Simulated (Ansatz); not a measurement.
Level of theory: DFT PBE, scalar-relativistic, plane waves, PAW in Ansatz. Cutoff 420 eV, Γ-centred 6×6×1 mesh (2-atom cell), Gaussian smearing of 0.02 eV, no spin polarisation.

Formation energies are uncorrected and count from the elements' standard states at the same level.

Question: Give a relaxed trial structure of a two-dimensional wide-gap insulator that holds Cl and 1 more element, with a gap near 5.0 eV, a formation energy near −1.66 eV/atom and about 8.9 Å² per atom, in a cell of 2 atoms.

Answer: NaCl, layer group p-6m2 (No. 78). This is a two-dimensional sheet: the third axis spans vacuum and isn't periodic. Na at height 0.00 Å has 3 Cl at 2.62 Å; Cl at height 0.00 Å has 3 Na at 2.62 Å.

```
Na Cl
1.0
     4.54201    0.00000    0.00000
    -2.27100    3.93350    0.00000
     0.00000    0.00000   25.45122
Na Cl
1 1
Direct
  0.00000 0.00000 0.29469
  0.66667 0.33333 0.29467
```

| Property | Result |
| --- | --- |
| Area per atom | 8.93 Å² |
| Thickness between the outermost nuclei | 0.00 Å |
| Energy over the elements | −1.661 eV/atom |
| Gap on the 6×6×1 mesh of the 2-atom cell | 5.04 eV |

The structure comes from a generated guess, relaxed at this level; another structure or a mixture of phases may lie lower. Other answers may fit too; this one was computed.

Kohn–Sham gaps at this level usually fall short of measured ones. Symmetry constrained the relaxation, so the result can be a saddle point.
